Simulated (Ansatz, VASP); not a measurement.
# Pb in VASP and in Ansatz

```
Pb
1.0
     3.72687    0.00000    0.00000
    -1.86343    3.22756    0.00000
     0.00000    0.00000    6.11004
Pb
2
Direct
  0.33333 0.66667 0.25000
  0.66667 0.33333 0.75000
```

Alike in both runs: task single point; functional revPBE; k mesh 11 × 11 × 6; occupations fermi-dirac, width 0.1 eV; no spin polarisation.

|  | VASP | Ansatz |
| --- | --- | --- |
| version | VASP 6.6.1 | Ansatz 0.2.0 |
| potentials or method | VASP PAW PBE potentials, release 64 (Pb_d) | plane waves (420 eV) with PAW, scalar-relativistic |
| plane-wave cutoff (eV) | 520 | 420 |
| valence electrons in the cell | 28 | 28 |

|  | VASP | Ansatz | Ansatz less VASP |
| --- | --- | --- | --- |
| pressure (GPa) | -3.2 | -3.2 | +0.05 |

Caveats: the PAW data sets were made with another functional, which shifts forces and pressure a little (VASP). Spin-orbit coupling is left out, which matters for the levels of Pb.
